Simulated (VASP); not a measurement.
# Na (Im-3m) in VASP: notebook

The runs below take Na through single point, with PBEsol.

All numbers are computed with VASP 6.6.1; they aren't measurements. Logs are shortened: lines on timing, memory, paths and dates and some standing lists are left out, and cuts for length are marked.

## Step 1: The structure

Symmetry: Im-3m, No. 229, cubic system. The conventional cell has a = 4.170 Å, b = 4.170 Å, c = 4.170 Å, α = 90.00°, β = 90.00°, γ = 90.00°. Na (site symmetry m-3m) is surrounded by 8 Na at 3.61 Å.

## Step 2: Single point, PBEsol

The input, INCAR:

```
SYSTEM = Na
PREC     = Accurate       ! precision mode
ENCUT    = 700            ! plane-wave cutoff, eV
EDIFF    = 1E-6           ! SCF threshold, eV
ISMEAR   = 0              ! smearing method
SIGMA    = 0.1            ! smearing width, eV
LREAL    = .FALSE.        ! projectors in reciprocal space
LASPH    = .TRUE.         ! aspherical terms in the spheres
NELM     = 100            ! most SCF steps
ALGO     = Normal         ! electronic algorithm
ISIF     = 2              ! what is computed and relaxed
LWAVE    = .FALSE.        ! write WAVECAR
LCHARG   = .FALSE.        ! write CHGCAR
GGA      = PS             ! functional
NBANDS   = 10             ! bands
```

The input, KPOINTS:

```
Automatic mesh
0
G
  14 14 14
  0 0 0
```

The input, POSCAR:

```
Na
1.0
   -2.0848200000      2.0848200000      2.0848200000
    2.0848200000     -2.0848200000      2.0848200000
    2.0848200000      2.0848200000     -2.0848200000
Na
1
Direct
    0.0000000000      0.0000000000      0.0000000000
```

Potentials or basis: VASP PAW PBE potentials, release 64 (Na_pv).

On the command line:

```bash
$ cat potpaw_PBE.64/Na_pv/POTCAR > POTCAR
$ mpirun -np 1 vasp_std > vasp.out
```

OUTCAR:

```text
SYSTEM = Na
   PREC = Accurate
   ENCUT = 700
   EDIFF = 1E-6
   ISMEAR = 0
   LREAL = .FALSE.
   LASPH = .TRUE.
   NELM = 100
   ISIF = 2
   GGA = PS

 ion  position               nearest neighbor table
   1  0.000  0.000  0.000-

  LATTYP: Found a body centered cubic cell.
 ALAT       =     4.1696400000

  Lattice vectors:

 A1 = (  -2.0848200000,   2.0848200000,   2.0848200000)
 A2 = (   2.0848200000,  -2.0848200000,   2.0848200000)
 A3 = (   2.0848200000,   2.0848200000,  -2.0848200000)

Analysis of symmetry for initial positions (statically):
=====================================================================
 Subroutine PRICEL returns:
 Original cell was already a primitive cell.

 Routine SETGRP: Setting up the symmetry group for a
 body centered cubic supercell.

 Subroutine GETGRP returns: Found 48 space group operations
 (whereof 48 operations were pure point group operations)
 out of a pool of 48 trial point group operations.

The static configuration has the point symmetry O_h .

Analysis of symmetry for dynamics (positions and initial velocities):
=====================================================================
 Subroutine PRICEL returns:
 Original cell was already a primitive cell.

 Routine SETGRP: Setting up the symmetry group for a
 body centered cubic supercell.

 Subroutine GETGRP returns: Found 48 space group operations
 (whereof 48 operations were pure point group operations)
 out of a pool of 48 trial point group operations.

The dynamic configuration has the point symmetry O_h .

 Subroutine INISYM returns: Found 48 space group operations
 (whereof 48 operations are pure point group operations),
 and found     1 'primitive' translations

----------------------------------------------------------------------------------------

                                     Primitive cell

  volume of cell :      36.2465

  direct lattice vectors                    reciprocal lattice vectors
    -2.084820000  2.084820000  2.084820000     0.000000000  0.239828858  0.239828858
     2.084820000 -2.084820000  2.084820000     0.239828858  0.000000000  0.239828858
     2.084820000  2.084820000 -2.084820000     0.239828858  0.239828858  0.000000000

  length of vectors
     3.611014165  3.611014165  3.611014165     0.339169224  0.339169224  0.339169224

  position of ions in fractional coordinates (direct lattice)
     0.000000000  0.000000000  0.000000000

  ion indices of the primitive-cell ions
   primitive index   ion index
                 1           1

----------------------------------------------------------------------------------------

 KPOINTS: Automatic mesh

Automatic generation of k-mesh.
 Grid dimensions read from file:
 generate k-points for:   14   14   14

 Generating k-lattice:

  Cartesian coordinates                     Fractional coordinates (reciprocal lattice)
     0.000000000  0.017130633  0.017130633     0.071428571  0.000000000  0.000000000
     0.017130633  0.000000000  0.017130633     0.000000000  0.071428571  0.000000000
     0.017130633  0.017130633  0.000000000     0.000000000  0.000000000  0.071428571

  Length of vectors
     0.024226373  0.024226373  0.024226373

  Shift w.r.t. Gamma in fractional coordinates (k-lattice)
     0.000000000  0.000000000  0.000000000

 Subroutine IBZKPT returns following result:
 ===========================================

 Found    104 irreducible k-points:

 Following reciprocal coordinates:
            Coordinates               Weight
  0.000000  0.000000  0.000000      1.000000
  0.071429  0.000000  0.000000     12.000000
  0.142857  0.000000  0.000000     12.000000
  0.214286  0.000000  0.000000     12.000000
  0.285714  0.000000  0.000000     12.000000
  0.357143  0.000000  0.000000     12.000000
[... 16 lines left out ...]
  0.285714  0.285714  0.000000     24.000000
  0.357143  0.285714  0.000000     24.000000
 [... further k-points ...]
   k-points           NKPTS =    104   k-points in BZ     NKDIM =    104   number of bands    NBANDS=     10
   number of dos      NEDOS =    301   number of ions     NIONS =      1
   total plane-waves  NPLWV =  32768
   dimension x,y,z NGX =    32 NGY =   32 NGZ =   32
   dimension x,y,z NGXF=    64 NGYF=   64 NGZF=   64
   ions per type =               1
   NGX,Y,Z   is equivalent  to a cutoff of  14.73, 14.73, 14.73 a.u.
   NGXF,Y,Z  is equivalent  to a cutoff of  29.46, 29.46, 29.46 a.u.
 SYSTEM =  Na
   PREC   = accura    normal or accurate (medium, high low for compatibility)
   ISTART =      0    job   : 0-new  1-cont  2-samecut
   ICHARG =      2    charge: 1-file 2-atom 10-const
   ISPIN  =      1    spin polarized calculation?
   LNONCOLLINEAR =      F non collinear calculations
   LSORBIT =      F    spin-orbit coupling
   LASPH  =      T    aspherical Exc in radial PAW
   ENCUT  =  700.0 eV  51.45 Ry    7.17 a.u.   7.79  7.79  7.79*2*pi/ulx,y,z
   NELM   =    100;   NELMIN=  2; NELMDL= -5     # of ELM steps
   EDIFF  = 0.1E-05   stopping-criterion for ELM
   LREAL  =      F    real-space projection
   EDIFFG = 0.1E-04   stopping-criterion for IOM
   NSW    =      0    number of steps for IOM
   IBRION =     -1    ionic relax: 0-MD 1-quasi-New 2-CG
   NFREE  =      0    steps in history (QN), initial steepest desc. (CG)
   ISIF   =      2    stress and relaxation
   ISYM   =      2    0-nonsym 1-usesym 2-fastsym
   POTIM  = 0.5000    time-step for ionic-motion
   TEBEG  =    0.0;   TEEND  =   0.0 temperature during run
   PSTRESS=    0.0 pullay stress
   NELECT =       7.0000    total number of electrons
   NUPDOWN=      -1.0000    fix difference up-down
   EMIN   =  10.00;   EMAX   =-10.00  energy-range for DOS
   EFERMI =   0.00;   METHOD = LEGACY
   ISMEAR =     0;   SIGMA  =   0.10  broadening in eV -4-tet -1-fermi 0-gaus
   EFERMI_NEDOS =   21; number of points for ismear=-14 and -15
   IALGO  =     38    algorithm
   IMIX   =      4    mixing-type and parameters
     AMIX     =   0.40;   BMIX     =  1.00
     AMIX_MAG =   1.60;   BMIX_MAG =  1.00
  volume/ion in A,a.u.               =      36.25       244.60
  Fermi-wavevector in a.u.,A,eV,Ry     =   0.946278  1.788207 12.183240  0.895443
  Thomas-Fermi vector in A             =   2.074261
   LORBIT       =      0    0 simple, 1 ext, 2 COOP (PROOUT), +10 PAW based schemes
   GGA     = PS    functional components
   LHFCALC =     F    Hartree Fock is set to
   AEXX    =    0.0000 exact exchange contribution
   IVDW    =     0    specifies the selected vdW correction
   LEPSILON=     F    determine dielectric tensor
   LRPA    =     F    only Hartree local field effects (RPA)
 non-spin polarized calculation
 Gauss-broadening in eV      SIGMA  =   0.10
  energy-cutoff  :      700.00
  volume of cell :       36.25
 maximum number of plane-waves:      1541
   NGX = 15   NGY = 15   NGZ = 15

 number of electron       7.0000003 magnetization

 Free energy of the ion-electron system (eV)
  ---------------------------------------------------
  ext. energy  EPLUGINS =         0.00000000
  ---------------------------------------------------
  free energy    TOTEN  =        -1.40084433 eV

  energy without entropy =       -1.39782985  energy(sigma->0) =       -1.39933709

 E-fermi :   0.3434     XC(G=0):  -6.5610

 val. band max:        0.3164243601   @ k =  -0.3571   0.4286   0.1429
 cond. band min:       0.3977453641   @ k =   0.3571   0.0714   0.0714
 fundamental gap:      0.0813210040
 Fermi energy:         0.3434262025

 k-point     1 :       0.0000    0.0000    0.0000
  band No.  band energies     occupation
      1     -24.3984      2.00000
      2     -24.3984      2.00000
      3     -24.3984      2.00000
      4      -2.9558      2.00000
      5      12.2485      0.00000
      6      12.2485      0.00000
      7      12.2485      0.00000
      8      13.2669      0.00000
      9      13.2669      0.00000
     10      13.8187      0.00000

 k-point     2 :       0.0714    0.0000    0.0000
  band No.  band energies     occupation
      1     -24.4004      2.00000
      2     -24.3991      2.00000
      3     -24.3984      2.00000
      4      -2.8644      2.00000
      5      11.0454      0.00000
      6      11.6587      0.00000
      7      11.9060      0.00000
      8      12.5336      0.00000
      9      12.7398      0.00000
     10      14.1781      0.00000

 k-point     3 :       0.1429    0.0000    0.0000
  band No.  band energies     occupation
      1     -24.4059      2.00000
      2     -24.4009      2.00000
      3     -24.3984      2.00000
      4      -2.5914      2.00000
      5       9.1510      0.00000
      6      10.7949      0.00000
      7      11.2985      0.00000
      8      11.6957      0.00000
      9      12.4583      0.00000
     10      14.3189      0.00000

 k-point     4 :       0.2143    0.0000    0.0000
  band No.  band energies     occupation
      1     -24.4138      2.00000
      2     -24.4036      2.00000
      3     -24.3984      2.00000
      4      -2.1396      2.00000
      5       7.3284      0.00000
      6      10.0397      0.00000
      7      10.7319      0.00000
      8      10.9988      0.00000
      9      12.0476      0.00000
     10      14.6561      0.00000

 k-point     5 :       0.2857    0.0000    0.0000
  band No.  band energies     occupation
      1     -24.4225      2.00000
      2     -24.4065      2.00000
      3     -24.3984      2.00000
      4      -1.5138      2.00000
      5       5.6320      0.00000
      6       9.4410      0.00000
      7      10.2751      0.00000
      8      10.4560      0.00000
      9      11.6078      0.00000
     10      15.2001      0.00000

 k-point     6 :       0.3571    0.0000    0.0000
  band No.  band energies     occupation
      1     -24.4303      2.00000
      2     -24.4091      2.00000
      3     -24.3984      2.00000
      4      -0.7208      2.00000
      5       4.0747      0.00000
      6       9.0100      0.00000
      7       9.9449      0.00000
      8      10.0688      0.00000
      9      11.2411      0.00000
     10      15.7758      0.00000
[... 183 lines left out ...]
 k-point    21 :       0.2857    0.2143    0.0000
  band No.  band energies     occupation
      1     -24.4308      2.00000
      2     -24.4145      2.00000
      3     -24.4023      2.00000
      4       0.3151      1.31085
      5       3.8278      0.00000
      6       5.2390      0.00000
      7       8.8360      0.00000
      8      12.0131      0.00000
      9      13.4583      0.00000
     10      15.5067      0.00000

 k-point    22 :       0.3571    0.2143    0.0000
  band No.  band energies     occupation
      1     -24.4319      2.00000
      2     -24.4171      2.00000
      3     -24.4025      2.00000
      4       1.3043      0.00000
      5       2.5830      0.00000
      6       5.0264      0.00000
      7       8.6737      0.00000
      8      11.9274      0.00000
      9      14.1754      0.00000
     10      15.0284      0.00000

 k-point    23 :       0.2857    0.2857    0.0000
  band No.  band energies     occupation
      1     -24.4297      2.00000
      2     -24.4193      2.00000
      3     -24.4030      2.00000
      4       1.2350      0.00000
      5       3.3111      0.00000
      6       4.1361      0.00000
      7       8.5891      0.00000
      8      12.6054      0.00000
      9      13.4327      0.00000
     10      15.4086      0.00000

 k-point    24 :       0.3571    0.2857    0.0000
  band No.  band energies     occupation
      1     -24.4282      2.00000
      2     -24.4222      2.00000
      3     -24.4032      2.00000
      4       2.0920      0.00000
      5       2.5219      0.00000
      6       3.8340      0.00000
      7       8.5066      0.00000
      8      12.7826      0.00000
      9      13.6883      0.00000
     10      14.8585      0.00000

 [... further k-points ...]
[... 5 lines left out ...]
  --------------------------------------------------------------------------------------
  -------------------------------------------------------------------------------------
  Total       -0.0078087     -0.0078087     -0.0078087      0.0000000      0.0000000     -0.0000000
  in kB       -0.3451610     -0.3451610     -0.3451610      0.0000000      0.0000000     -0.0000000
  external PRESSURE =      -0.3451610 kB  Pullay stress =       0.0000000 kB

 VOLUME and BASIS-vectors are now :
 -----------------------------------------------------------------------------
  energy-cutoff  :      700.00
  volume of cell :       36.25
      direct lattice vectors                 reciprocal lattice vectors
    -2.084820000  2.084820000  2.084820000     0.000000000  0.239828858  0.239828858
     2.084820000 -2.084820000  2.084820000     0.239828858  0.000000000  0.239828858
     2.084820000  2.084820000 -2.084820000     0.239828858  0.239828858  0.000000000

 POSITION                                       TOTAL-FORCE (eV/Angst)
 -----------------------------------------------------------------------------------
      0.00000      0.00000      0.00000        -0.000000     -0.000000      0.000000
 -----------------------------------------------------------------------------------
    total drift:                                0.000000      0.000000     -0.000000

  FREE ENERGIE OF THE ION-ELECTRON SYSTEM (eV)
  ---------------------------------------------------
  free  energy   TOTEN  =        -1.4008443301 eV

  energy  without entropy=       -1.3978298487  energy(sigma->0) =       -1.39933709
```

Wall time 9.6 s (1 thread of Intel Xeon 6975P-C (Granite Rapids), shared host); peak memory 0.19 GiB.

What came out:

```
Free energy            : -1.4008 eV
Pressure               : 0.0 GPa
Band gap on the k mesh : none (metal or under the smearing width)
```

Caveat: the PAW data sets were made with another functional, which shifts forces and pressure a little.

(Part 1 of 2 ends here.)
